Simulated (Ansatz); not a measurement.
# TiC under changes of volume

One of the cells (10.158 Å³/atom); the others are scaled copies at fixed shape and fractional positions:

```
Ti C
1.0
     0.00000    2.16572    2.16572
     2.16572    0.00000    2.16572
     2.16572    2.16572    0.00000
Ti C
1 1
Direct
  0.00000 0.00000 0.00000
  0.50000 0.50000 0.50000
```

The cell is a database's computed one.

```yaml
Program: Ansatz 0.2.0
Functional: RPBE
Dispersion: D4
Potentials_or_basis: Ansatz PAW
Cutoff: "420 eV (not typed: the program's choice for these potentials)"
k_mesh: 11 × 11 × 11
Occupations: fermi-dirac, width 0.05 eV
Spin: no spin polarisation
```

| volume (Å³/atom) | energy over the lowest point (meV/atom) | pressure (GPa) |
| --- | --- | --- |
| 9.548 | 11.74 | 10.5 |
| 9.752 | 2.24 | 4.5 |
| 9.955 | 0.00 | -0.9 |
| 10.158 | 4.31 | -5.8 |
| 10.361 | 14.47 | -10.2 |
| 10.564 | ? | ? |
| 10.767 | 50.26 | -17.8 |

What does the run at 10.564 Å³/atom give?

Energy over the lowest point 29.97 meV/atom; pressure -14.2 GPa.

Worked out: A Birch-Murnaghan fit of order 3 (a polynomial in V^(-2/3)) to the other rows has its minimum at 9.92 Å³/atom with B0 = V·E''(V) = 256 GPa and B' = 4.0. It gives 29.96 meV/atom at 10.564 Å³/atom, against the run's 29.97, and -dE/dV = -14.2 GPa, against -14.2.

Energies are extrapolated to zero smearing.

Caveats: pairwise dispersion overbinds metals, which lowers pressure and volume; the PAW data sets come from PBE, with cores solved anew for the run's functional, which leaves a small shift of forces and pressure.
